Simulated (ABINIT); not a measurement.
# C (Fd-3m) in ABINIT: further runs

Aim: see how the results for C move with the level of theory and the settings. Levels: PBE, HSE06. Tasks: single point.

Everything below comes from runs of ABINIT 10.8.3 (patched build). Logs are shortened: lines on timing, memory, paths and dates and some standing lists are left out, and cuts for length are marked. The log counts tension as positive stress, the text compression.

### 1 The crystal as given

It takes space group Fd-3m (No. 227, cubic). The conventional cell has a = 3.567 Å, b = 3.567 Å, c = 3.567 Å, α = 90.00°, β = 90.00°, γ = 90.00°. Around C (site symmetry -43m) lie 4 C at 1.54 Å.

This isn't the form of C at room conditions, which is graphite.

### 2 Single point, PBE

File run.abi:

```
# Pseudopotentials
pp_dirpath "./"
pseudos "C_ONCV_PBE-1.2.upf"

# Structure
acell 2.5220660407 2.5220660407 2.5220660407 Angstrom
rprim
     0.0000000000     0.7071067812     0.7071067812
     0.7071067812     0.0000000000     0.7071067812
     0.7071067812     0.7071067812     0.0000000000
ntypat 1
znucl 6
natom 2
typat 1 1
xred
     0.7500000000     0.7500000000     0.7500000000
     0.5000000000     0.5000000000     0.5000000000

# Plane-wave basis
ecut 30.0

# k points
kptopt 1
ngkpt 8 8 8
nshiftk 1
shiftk 0.0 0.0 0.0

# Exchange and correlation
ixc 11

# Bands and occupations
nband 6
occopt 1

# SCF cycle
nstep 100
tolvrs 1.0e-10
diemac 6.0

# Output
iomode 3
prtwf 0
prtden 0
prteig 0
prtebands 0
```

Potentials or basis: SG15 NC PBE v1.2.

On the command line:

```sh
$ mpirun --bind-to none -np 8 abinit run.abi > log 2>&1
```

run.abo:

```text
.Version 10.8.3 of ABINIT
 Symmetries : space group Fd -3 m (#227); Bravais cF (face-center cubic)
================================================================================
 Values of the parameters that define the memory need of the present run
     intxc =       0    ionmov =       0      iscf =       7    lmnmax =       4
     lnmax =       4     mgfft =      24  mpssoang =       2    mqgrid =    3001
     natom =       2  nloc_mem =       1    nspden =       1   nspinor =       1
    nsppol =       1      nsym =      48    n1xccc =       0    ntypat =       1
    occopt =       1   xclevel =       2
       mpw =         608          nfft =       13824          nkpt =          29
================================================================================
================================================================================

--------------------------------------------------------------------------------
------------- Echo of variables that govern the present computation ------------
--------------------------------------------------------------------------------
 -outvars: echo values of preprocessed input variables --------
            acell      4.7660140884E+00  4.7660140884E+00  4.7660140884E+00 Bohr
              amu      1.20110000E+01
           diemac      6.00000000E+00
             ecut      3.00000000E+01 Hartree
              ixc          11
         kptrlatt        8    0    0      0    8    0      0    0    8
          kptrlen      3.81281127E+01
            natom           2
            nband           6
            ngfft          24      24      24
             nkpt          29
            nstep         100
             nsym          48
           ntypat           1
           prtden           0
        prtebands           0
           prteig           0
            prtwf           0
            rprim      0.0000000000E+00  7.0710678120E-01  7.0710678120E-01
                       7.0710678120E-01  0.0000000000E+00  7.0710678120E-01
                       7.0710678120E-01  7.0710678120E-01  0.0000000000E+00
          spgroup         227
           tolvrs      1.00000000E-10
            typat      1  1
           xangst      2.6750550000E+00  2.6750550000E+00  2.6750550000E+00
                       1.7833700000E+00  1.7833700000E+00  1.7833700000E+00
            xcart      5.0551213218E+00  5.0551213218E+00  5.0551213218E+00
                       3.3700808812E+00  3.3700808812E+00  3.3700808812E+00
             xred      7.5000000000E-01  7.5000000000E-01  7.5000000000E-01
                       5.0000000000E-01  5.0000000000E-01  5.0000000000E-01
            znucl        6.00000

================================================================================

 chkinp: Checking input parameters for consistency.

[... 77 lines left out ...]
- [  5.0000E-01,   5.0000E-01,   5.0000E-01,  C]
cartesian_forces: # hartree/bohr
- [ -0.00000000E+00,  -0.00000000E+00,  -0.00000000E+00, ]
- [ -0.00000000E+00,  -0.00000000E+00,  -0.00000000E+00, ]
force_length_stats: {min:   0.00000000E+00, max:   0.00000000E+00, mean:   0.00000000E+00, }
...

 Integrated electronic density in atomic spheres:
 ------------------------------------------------
 Atom  Sphere_radius  Integrated_density
    1        2.00000          4.70104610
    2        2.00000          4.70104610
================================================================================

 ----iterations are completed or convergence reached----

 Mean square residual over all n,k,spin=   77.971E-07; max=  62.891E-05
 reduced coordinates (array xred) for    2 atoms
       0.750000000000      0.750000000000      0.750000000000
       0.500000000000      0.500000000000      0.500000000000
 rms dE/dt=  0.0000E+00; max dE/dt=  0.0000E+00; dE/dt below (all hartree)
    1       0.000000000000      0.000000000000      0.000000000000
    2       0.000000000000      0.000000000000      0.000000000000

 cartesian coordinates (angstrom) at end:
    1      2.67505500001981     2.67505500001981     2.67505500001981
    2      1.78337000001321     1.78337000001321     1.78337000001321

 cartesian forces (hartree/bohr) at end:
    1     -0.00000000000000    -0.00000000000000    -0.00000000000000
    2     -0.00000000000000    -0.00000000000000    -0.00000000000000
 frms,max,avg= 0.0000000E+00 0.0000000E+00   0.000E+00  0.000E+00  0.000E+00 h/b

 cartesian forces (eV/Angstrom) at end:
    1     -0.00000000000000    -0.00000000000000    -0.00000000000000
    2     -0.00000000000000    -0.00000000000000    -0.00000000000000
 frms,max,avg= 0.0000000E+00 0.0000000E+00   0.000E+00  0.000E+00  0.000E+00 e/A
 length scales=  4.766014088376  4.766014088376  4.766014088376 bohr
              =  2.522066040700  2.522066040700  2.522066040700 angstroms
 Fermi (or HOMO) energy (hartree) =   0.43003   Average Vxc (hartree)=  -0.48523
 Eigenvalues (hartree) for nkpt=  29  k points:
 kpt#   1, nband=  6, wtk=  0.00195, kpt=  0.0000  0.0000  0.0000 (reduced coord)
  -0.35787    0.43003    0.43003    0.43003    0.63612    0.63612
 prteigrs : prtvol=0 or 1, do not print more k-points.

--- !EnergyTerms
iteration_state     : {dtset: 1, }
comment             : Components of total free energy in Hartree
kinetic             :  8.42229908399490E+00
hartree             :  9.68795971129880E-01
xc                  : -3.55866499642518E+00
Ewald energy        : -1.27873442426047E+01
psp_core            :  4.74986625385642E-01
local_psp           : -5.16792037046238E+00
non_local_psp       :  2.56140053487696E-01
total_energy        : -1.13917078754941E+01
total_energy_eV     : -3.09984163001455E+02
band_energy         :  8.07561398761798E-01
...

 Cartesian components of stress tensor (hartree/bohr^3)
  sigma(1 1)=  1.55864892E-04  sigma(3 2)=  0.00000000E+00
  sigma(2 2)=  1.55864892E-04  sigma(3 1)=  0.00000000E+00
  sigma(3 3)=  1.55864892E-04  sigma(2 1)=  0.00000000E+00

-Cartesian components of stress tensor (GPa)         [Pressure= -4.5857E+00 GPa]
- sigma(1 1)=  4.58570345E+00  sigma(3 2)=  0.00000000E+00
- sigma(2 2)=  4.58570345E+00  sigma(3 1)=  0.00000000E+00
- sigma(3 3)=  4.58570345E+00  sigma(2 1)=  0.00000000E+00

== END DATASET(S) ==============================================================
================================================================================

 -outvars: echo values of variables after computation  --------
            acell      4.7660140884E+00  4.7660140884E+00  4.7660140884E+00 Bohr
           etotal     -1.1391707875E+01
            fcart     -0.0000000000E+00 -0.0000000000E+00 -0.0000000000E+00
                      -0.0000000000E+00 -0.0000000000E+00 -0.0000000000E+00
            rprim      0.0000000000E+00  7.0710678120E-01  7.0710678120E-01
                       7.0710678120E-01  0.0000000000E+00  7.0710678120E-01
                       7.0710678120E-01  7.0710678120E-01  0.0000000000E+00
           strten      1.5586489225E-04  1.5586489225E-04  1.5586489225E-04
                       0.0000000000E+00  0.0000000000E+00  0.0000000000E+00
           xangst      2.6750550000E+00  2.6750550000E+00  2.6750550000E+00
                       1.7833700000E+00  1.7833700000E+00  1.7833700000E+00
             xred      7.5000000000E-01  7.5000000000E-01  7.5000000000E-01
                       5.0000000000E-01  5.0000000000E-01  5.0000000000E-01
 Calculation completed.
```

It took 0.69 s on 8 MPI ranks of Arm Neoverse V1, shared host; peak memory 0.48 GiB.

What came out:

```
Free energy                                       : -309.9842 eV
Band gap on the k mesh                            : 4.18 eV, indirect (least direct gap 5.61 eV)
All electrons inside the program's atomic spheres : C 4.70 (radii [1.0584] Å)
```

Caveat: the cutoff is too short for stress, so the log's stress isn't used. Expect the measured gap to be larger: semilocal functionals such as PBE lack the derivative discontinuity.

### 3 Single point, HSE06

Edit run.abi of step 2 so:

```diff
@@ -28,3 +28,3 @@
 # Exchange and correlation
-ixc 11
+ixc -428
 
@@ -35,5 +35,5 @@
 # SCF cycle
-nstep 100
-tolvrs 1.0e-10
+nstep 60
 diemac 6.0
+toldfe 1.0e-7
```

Potentials or basis: SG15 NC PBE v1.2.

On the command line:

```sh
$ mpirun --bind-to none -np 8 abinit run.abi > log 2>&1
```

It took 8.3 min on 8 MPI ranks of Arm Neoverse V1, shared host; peak memory 0.64 GiB.

Results (log left out):

| Item | Value |
| --- | --- |
| Free energy | -309.8842 eV |
| Band gap on the k mesh | 5.37 eV, indirect (least direct gap 7.00 eV) |
| All electrons inside the program's atomic spheres | C 4.71 (radii [1.0584] Å) |

Levels at points of the mesh, in eV from the valence-band top:
```
           k point  band 1  band 2  band 3  band 4  band 5  band 6
(0.00, 0.00, 0.00)  -23.50    0.00    0.00    0.00    7.00    7.00
(0.50, 0.00, 0.00)  -17.31  -14.57   -3.06   -3.06   10.06   10.12
(0.50, 0.50, 0.00)  -14.06  -14.06   -6.85   -6.85    6.02    6.02
```

Caveat: the cutoff is too short for stress, so the log's stress isn't used; Libxc's HSE differs a little from that of other programs; the potentials were made for another functional, which shifts forces and pressure. A k mesh can miss the band edges.
